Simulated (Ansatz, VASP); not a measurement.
# Ge in VASP and in Ansatz

INCAR

```
PREC = Accurate
ENCUT = 520
EDIFF = 1E-7
ISMEAR = -1
SIGMA = 0.05
LREAL = F
LASPH = T
NELM = 60
ALGO = Normal
ISIF = 2
LWAVE = F
LCHARG = F
GGA = RP
NBANDS = 21
```

KPOINTS

```
Automatic mesh
0
Gamma
  11 11 11
```

POSCAR

```
Ge
1.0
   -2.5744897190      2.5744897190      1.3974126432
    2.5744897190     -2.5744897190      1.3974126432
    2.5744897190      2.5744897190     -1.3974126432
Ge
2
Direct
    0.5000000000      0.5000000000      0.0000000000
    0.2500000000      0.7500000000      0.5000000000
```

The input input.yaml:

```yaml
crystal:
  lattice:
    - [-2.574489719, 2.574489719, 1.3974126432]
    - [2.574489719, -2.574489719, 1.3974126432]
    - [2.574489719, 2.574489719, -1.3974126432]
  atoms:
    - { symbol: Ge, position: [0.5, 0.5, 0.0] }
    - { symbol: Ge, position: [0.25, 0.75, 0.5] }
hamiltonian:
  xc: rpbe
  pseudopotentials: { kind: paw }
kpoints:
  mp_grid: { grid: [11, 11, 11] }
  band_path:
    path:
      - [[0.0, 0.0, 0.0], [0.0, 0.0, 0.5], [-0.5, 0.5, 0.5], [0.0, 0.0, 0.0], [0.323655812, 0.323655812, -0.323655812], [0.25, 0.25, 0.25], [0.0, 0.5, 0.0], [-0.323655812, 0.676344188, 0.323655812], [-0.5, 0.5, 0.5]]
      - [[0.0, 0.0, 0.5], [0.25, 0.25, 0.25]]
    npoints: 14
scf:
  occupations: { method: fermi_dirac, width: 0.05 }
  n_extra_bands: 6
output:
  forces: true
  stress: true
  eigenvalues: true
  fatbands: false
```

This isn't the form of Ge at room conditions, which is diamond.

Alike in both runs: functional RPBE; k mesh 11 × 11 × 11; occupations fermi-dirac, width 0.05 eV; no spin polarisation.

```csv
,VASP,Ansatz
version,VASP 6.6.1,Ansatz 0.2.0
potentials or method,"VASP PAW PBE potentials, release 64 (Ge_d)",Ansatz PAW
plane-wave cutoff (eV),520,420
valence electrons in the cell,28,28
task,single point,band structure
```

Ansatz gave:

* gap on the k mesh at the Fermi level (eV): none
* pressure (GPa): 5.0
* largest component of the traceless stress (GPa): 0.09

Question: What did VASP give for the same quantities?

Answer: gap on the k mesh at the Fermi level (eV): none; pressure (GPa): 5.0; largest component of the traceless stress (GPa): 0.08.

A gap of «none» marks a metal or a gap that the smearing closes.

Caveats: the PAW data sets were made with another functional, which shifts forces and pressure a little (VASP); the PAW data sets come from PBE, with cores solved anew for the run's functional, which leaves a small shift of forces and pressure (Ansatz).
